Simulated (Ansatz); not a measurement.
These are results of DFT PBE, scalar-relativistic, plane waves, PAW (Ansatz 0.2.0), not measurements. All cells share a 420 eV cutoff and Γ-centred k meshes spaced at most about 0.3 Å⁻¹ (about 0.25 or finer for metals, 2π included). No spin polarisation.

Temperature and zero-point effects are left out.

Task: Order these relaxed structures of Hf7S by energy, lowest first, with the energy over the lowest of them.
A.

```xyz
8
Lattice="0.0000 4.3894 4.3894 4.3894 0.0000 4.3894 4.3894 4.3894 0.0000" Properties=species:S:1:pos:R:3 pbc="T T T"
Hf    4.3894    4.3894    4.3894
Hf    2.1947    0.0000    2.1947
Hf    0.0000    2.1947    2.1947
Hf    4.3894    2.1947    2.1947
Hf    2.1947    4.3894    2.1947
Hf    2.1947    2.1947    0.0000
Hf    2.1947    2.1947    4.3894
S     0.0000    0.0000    0.0000
```

B.

```xyz
8
Lattice="3.2666 0.0000 0.0000 -1.6333 2.8290 0.0000 0.0000 0.0000 18.6065" Properties=species:S:1:pos:R:3 pbc="T T T"
Hf    0.0000    1.8860    1.8121
Hf    0.0000    1.8860   16.7944
Hf    1.6333    0.9430   14.3283
Hf    0.0000    1.8860    6.8091
Hf    1.6333    0.9430    9.3033
Hf    1.6333    0.9430    4.2782
Hf    0.0000    1.8860   11.7974
S     0.0000    0.0000    0.0000
```

Result: B (0 meV/atom), A (360 meV/atom). Forms: B P-6m2; A Fm-3m. Counting Hf atoms around S (those within 1.25 times the shortest such distance or 1.15 times the sum of covalent radii, 1.27 where that leaves under three): B has S 6; A has S 12. Both come from invented guesses.

These runs have no spin–orbit coupling, which can matter for Hf. Cells relaxed within their symmetry can be saddle points. Some types were kept out of the candidates beforehand, so the set may lack a known form.
